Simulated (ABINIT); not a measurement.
# ZrSe2 (P-3m1) in ABINIT: convergence with cutoff

Aim: find how far cutoff must go before the results for ZrSe2 settle, at PBEsol. This setting moves, with any that are tied to it; all else stays.

Everything below comes from runs of ABINIT 10.8.3 (patched build). Logs are shortened: lines on timing, memory, paths and dates and some standing lists are left out, and cuts for length are marked. The log counts tension as positive stress, the text compression.

### Step 1. The crystal as given

The structure is trigonal, space group P-3m1 (No. 164). The conventional cell has a = 3.798 Å, b = 3.798 Å, c = 6.192 Å, α = 90.00°, β = 90.00°, γ = 120.00°. Around Zr (site symmetry -3m) lie 6 Se at 2.68 Å. Se (site symmetry 3m) is surrounded by 3 Zr at 2.68 Å.

### Step 2. With cutoff 7 Ha

File run.abi:

```
# Pseudopotentials
pp_dirpath "./"
pseudos "Zr.GGA_PBE-JTH.xml, Se.GGA_PBE-JTH.xml"

# Structure
acell 3*1.0
rprim
     7.1771798213     0.0000000000     0.0000000000
    -3.5885899107     6.2156200529     0.0000000000
     0.0000000000     0.0000000000    11.7011841637
ntypat 2
znucl 40 34
natom 3
typat 1 2 2
xcart
     0.0000000000     0.0000000000     0.0000000000
     3.5885899110     2.0718733507     8.7758881228
    -0.0000000004     4.1437467021     2.9252960409

# Plane-wave basis
ecut 7.0
pawecutdg 49.2
pawxcdev 0

# k points
kptopt 1
ngkpt 8 8 5
nshiftk 1
shiftk 0.0 0.0 0.0

# Exchange and correlation
ixc -116133

# Bands and occupations
nband 16
occopt 7
tsmear 0.1 eV

# SCF cycle
nstep 100
tolvrs 1.0e-9

# Output
iomode 3
prtwf 0
prtden 0
prteig 0
prtebands 0
enunit 1
```

Potentials or basis: JTH PAW PBE v2.0.

Started as:

```
$ abinit run.abi > log 2>&1
```

It took 18 s on 1 thread of Arm Neoverse V2, shared host; peak memory 0.13 GiB.

Results (log left out):

```
Free energy                                           : -1817.5412 eV
Largest force                                         : 0.095 eV/Å
Band gap on the k mesh                                : 0.35 eV, indirect (least direct gap 1.02 eV)
Valence electrons inside the program's atomic spheres : Zr 8.93; Se 3.99
```

### Step 3. With cutoff 8.5 Ha

run.abi: that of step 2 with these lines changed.

```diff
@@ -20,3 +20,3 @@
 # Plane-wave basis
-ecut 7.0
+ecut 8.5
 pawecutdg 49.2
```

Potentials or basis: JTH PAW PBE v2.0.

Started as:

```
$ abinit run.abi > log 2>&1
```

It took 20 s on 1 thread of Arm Neoverse V2, shared host; peak memory 0.13 GiB.

It converged, with:

* Free energy: -1817.8852 eV
* Largest force: 0.097 eV/Å
* Band gap on the k mesh: 0.36 eV, indirect (least direct gap 1.03 eV)
* Valence electrons inside the program's atomic spheres: Zr 8.92; Se 3.99

### Step 4. With cutoff 10 Ha

run.abi: that of step 3 with these lines changed.

```diff
@@ -20,3 +20,3 @@
 # Plane-wave basis
-ecut 8.5
+ecut 10.0
 pawecutdg 49.2
```

Started as:

```
$ abinit run.abi > log 2>&1
```

Wall time 26 s (1 thread of Arm Neoverse V2, shared host); peak memory 0.14 GiB.

The run converged. Its results:

* Free energy: -1817.9188 eV
* Largest force: 0.094 eV/Å
* Band gap on the k mesh: 0.36 eV, indirect (least direct gap 1.03 eV)
* Valence electrons inside the program's atomic spheres: Zr 8.92; Se 3.99

### Step 5. With cutoff 12 Ha

run.abi: that of step 4 with these lines changed.

```diff
@@ -20,3 +20,3 @@
 # Plane-wave basis
-ecut 10.0
+ecut 12.0
 pawecutdg 49.2
```

Started as:

```
$ abinit run.abi > log 2>&1
```

It took 29 s on 1 thread of Arm Neoverse V2, shared host; peak memory 0.14 GiB.

The run converged. Its results:

```yaml
Free_energy: -1818.0202 eV
Largest_force: 0.093 eV/Å
Band_gap_on_the_k_mesh: 0.36 eV, indirect (least direct gap 1.02 eV)
Valence_electrons_inside_the_program's_atomic_spheres: Zr 8.92; Se 3.99
```

### Step 6. With cutoff 14.5 Ha

run.abi: that of step 5 with these lines changed.

```diff
@@ -20,3 +20,3 @@
 # Plane-wave basis
-ecut 12.0
+ecut 14.5
 pawecutdg 49.2
```

Potentials or basis: JTH PAW PBE v2.0.

Started as:

```
$ abinit run.abi > log 2>&1
```

Wall time 35 s (1 thread of Arm Neoverse V2, shared host); peak memory 0.15 GiB.

Results (log left out):

```
Free energy                                           : -1818.1020 eV
Largest force                                         : 0.090 eV/Å
Band gap on the k mesh                                : 0.36 eV, indirect (least direct gap 1.02 eV)
Valence electrons inside the program's atomic spheres : Zr 8.92; Se 3.99
```

### Step 7. With cutoff 17 Ha

run.abi: that of step 6 with these lines changed.

```diff
@@ -20,3 +20,3 @@
 # Plane-wave basis
-ecut 14.5
+ecut 17.0
 pawecutdg 49.2
```

Started as:

```
$ abinit run.abi > log 2>&1
```

Wall time 42 s (1 thread of Arm Neoverse V2, shared host); peak memory 0.16 GiB.

The run converged. Its results:

```
Free energy                                           : -1818.1170 eV
Pressure                                              : -1.2 GPa
Largest force                                         : 0.088 eV/Å
Band gap on the k mesh                                : 0.36 eV, indirect (least direct gap 1.02 eV)
Valence electrons inside the program's atomic spheres : Zr 8.92; Se 3.99
```

### Step 8. With cutoff 19.5 Ha

run.abi: that of step 7 with these lines changed.

```diff
@@ -20,3 +20,3 @@
 # Plane-wave basis
-ecut 17.0
+ecut 19.5
 pawecutdg 49.2
```

Started as:

```
$ abinit run.abi > log 2>&1
```

Run time: 47 s. Hardware: 1 thread of Arm Neoverse V2, shared host; peak memory 0.17 GiB.

Results (log left out):

| Item | Value |
| --- | --- |
| Free energy | -1818.1195 eV |
| Pressure | -1.2 GPa |
| Largest force | 0.089 eV/Å |
| Band gap on the k mesh | 0.36 eV, indirect (least direct gap 1.02 eV) |
| Valence electrons inside the program's atomic spheres | Zr 8.92; Se 3.99 |

### Step 9. With cutoff 23 Ha

run.abi: that of step 8 with these lines changed.

```diff
@@ -20,3 +20,3 @@
 # Plane-wave basis
-ecut 19.5
+ecut 23.0
 pawecutdg 49.2
```

Potentials or basis: JTH PAW PBE v2.0.

Started as:

```
$ abinit run.abi > log 2>&1
```

Run time: 54 s. Hardware: 1 thread of Arm Neoverse V2, shared host; peak memory 0.18 GiB.

The run converged. Its results:

| Quantity | Value |
| --- | --- |
| Free energy | -1818.1277 eV |
| Pressure | -1.3 GPa |
| Largest force | 0.088 eV/Å |
| Band gap on the k mesh | 0.36 eV, indirect (least direct gap 1.02 eV) |
| Valence electrons inside the program's atomic spheres | Zr 8.92; Se 3.99 |

### Step 10. With cutoff 27 Ha

run.abi: that of step 9 with these lines changed.

```diff
@@ -20,3 +20,3 @@
 # Plane-wave basis
-ecut 23.0
+ecut 27.0
 pawecutdg 49.2
```

Potentials or basis: JTH PAW PBE v2.0.

Started as:

```
$ abinit run.abi > log 2>&1
```

run.abo:

```text
.Version 10.8.3 of ABINIT
 Symmetries : space group P-3 m 1 (#164); Bravais hP (primitive hexag.)
================================================================================
 Values of the parameters that define the memory need of the present run
     intxc =       0    ionmov =       0      iscf =      17    lmnmax =      18
     lnmax =       6     mgfft =      60  mpssoang =       3    mqgrid =    3695
     natom =       3  nloc_mem =       2    nspden =       1   nspinor =       1
    nsppol =       1      nsym =      12    n1xccc =       1    ntypat =       2
    occopt =       7   xclevel =       2
       mpw =        3556          nfft =       77760          nkpt =          40
 PAW method is used; the additional fine FFT grid is defined by:
   mgfftf=        75    nfftf =    172800
================================================================================
================================================================================

--------------------------------------------------------------------------------
------------- Echo of variables that govern the present computation ------------
--------------------------------------------------------------------------------
 -outvars: echo values of preprocessed input variables --------
            acell      1.0000000000E+00  1.0000000000E+00  1.0000000000E+00 Bohr
              amu      9.12240000E+01  7.89600000E+01
             ecut      2.70000000E+01 Hartree
           enunit           1
              ixc     -116133
         kptrlatt        8    0    0      0    8    0      0    0    5
          kptrlen      5.74174386E+01
            natom           3
            nband          16
            ngfft          36      36      60
          ngfftdg          48      48      75
             nkpt          40
            nstep         100
             nsym          12
           ntypat           2
[... 191 lines left out ...]
psp_core            :  3.58570642238605E+00
local_psp           : -5.82631193291056E+01
PAW spherical_terms :  1.75619680074091E+01
internal            : -6.68150965383405E+01
'-kT*entropy'       : -2.03892205388058E-06
total_energy        : -6.68150985772625E+01
total_energy_eV     : -1.81813145444919E+03
...

--- !EnergyTermsDC
iteration_state     : {dtset: 1, }
comment             : '"Double-counting" decomposition of free energy'
band_energy         : -9.94297802388546E+00
Ewald energy        : -4.65199731973031E+01
psp_core            :  3.58570642238605E+00
xc_dc               : -2.15619096092331E+01
PAW spherical_terms :  7.62405796384133E+00
internal            : -6.68150964441943E+01
'-kT*entropy'       : -2.03892205388058E-06
total_energy_dc     : -6.68150984831163E+01
total_energy_dc_eV  : -1.81813145188734E+03
...

--- !EnergyTermsWithPAWCore
iteration_state     : {dtset: 1, }
comment             : 'Components of total free energy, including PAW core contributions'
Total energy        : -8.45381422910455E+03
Total energy DC     : -8.45381422901040E+03
Total energy (eV)   : -2.30040004239934E+05
Total energy DC (eV): -2.30040004237372E+05
...

 Cartesian components of stress tensor (hartree/bohr^3)
  sigma(1 1)=  6.45113604E-05  sigma(3 2)=  0.00000000E+00
  sigma(2 2)=  6.45113602E-05  sigma(3 1)=  0.00000000E+00
  sigma(3 3)= -7.01733381E-06  sigma(2 1)=  5.57756356E-14

-Cartesian components of stress tensor (GPa)         [Pressure= -1.1965E+00 GPa]
- sigma(1 1)=  1.89798975E+00  sigma(3 2)=  0.00000000E+00
- sigma(2 2)=  1.89798974E+00  sigma(3 1)=  0.00000000E+00
- sigma(3 3)= -2.06457089E-01  sigma(2 1)=  1.64097585E-09

== END DATASET(S) ==============================================================
================================================================================

 -outvars: echo values of variables after computation  --------
            acell      1.0000000000E+00  1.0000000000E+00  1.0000000000E+00 Bohr
           etotal     -6.6815098483E+01
            fcart     -0.0000000000E+00  1.1552165674E-28  7.2280144832E-20
                      -3.0013406828E-28 -5.7760828372E-29 -1.7128689521E-03
                       3.0013406828E-28 -5.7760828367E-29  1.7128689521E-03
            rprim      7.1771798213E+00  0.0000000000E+00  0.0000000000E+00
                      -3.5885899107E+00  6.2156200529E+00  0.0000000000E+00
                       0.0000000000E+00  0.0000000000E+00  1.1701184164E+01
           strten      6.4511360445E-05  6.4511360166E-05 -7.0173338117E-06
                       0.0000000000E+00  0.0000000000E+00  5.5775635626E-14
           xangst      0.0000000000E+00  0.0000000000E+00  0.0000000000E+00
                       1.8989999987E+00  1.0963881605E+00  4.6439999969E+00
                      -1.7639155420E-11  2.1927763209E+00  1.5479999989E+00
             xred      0.0000000000E+00  0.0000000000E+00  0.0000000000E+00
                       6.6666666667E-01  3.3333333333E-01  7.5000000000E-01
                       3.3333333333E-01  6.6666666667E-01  2.5000000000E-01
 Calculation completed.
```

Run time: 75 s. Hardware: 1 thread of Arm Neoverse V2, shared host; peak memory 0.2 GiB.

Results:

```
Free energy                                           : -1818.1315 eV
Pressure                                              : -1.2 GPa
Largest force                                         : 0.088 eV/Å
Band gap on the k mesh                                : 0.36 eV, indirect (least direct gap 1.02 eV)
Valence electrons inside the program's atomic spheres : Zr 8.92; Se 3.99
```

### Step 11. The series at a glance

| cutoff | energy less the tightest run, at zero smearing (meV/atom) | largest force (eV/Å) | gap on the mesh (eV) | SCF cycles | CPU time (s) | peak memory (GiB) |
| --- | --- | --- | --- | --- | --- | --- |
| 7 Ha | 196.75 | 0.095 | 0.353 | 13 | 18 | 0.13 |
| 8.5 Ha | 82.07 | 0.097 | 0.364 | 13 | 20 | 0.13 |
| 10 Ha | 70.90 | 0.094 | 0.363 | 13 | 26 | 0.14 |
| 12 Ha | 37.08 | 0.093 | 0.359 | 13 | 29 | 0.14 |
| 14.5 Ha | 9.81 | 0.090 | 0.359 | 13 | 35 | 0.15 |
| 17 Ha | 4.82 | 0.088 | 0.360 | 13 | 42 | 0.16 |
| 19.5 Ha | 4.00 | 0.089 | 0.359 | 13 | 47 | 0.17 |
| 23 Ha | 1.25 | 0.088 | 0.359 | 12 | 54 | 0.18 |
| 27 Ha | 0.00 | 0.088 | 0.359 | 13 | 75 | 0.2 |

Against the tightest run, the largest force stays within 0.005 eV/Å from 14.5 Ha on; the gap on the mesh stays within 0.01 eV from 7 Ha on. Not settled before the last step: the energy (to 1 meV/atom). The tightest run that finished is the yardstick and may itself not be fully converged.

Caveats: the PAW data sets were made with another functional, which shifts forces and pressure a little; an odd mesh through Γ misses points on the zone boundary, where band edges often lie; this functional lacks dispersion, which binds the layers, so the pressure and a relaxed spacing across them are unreliable.
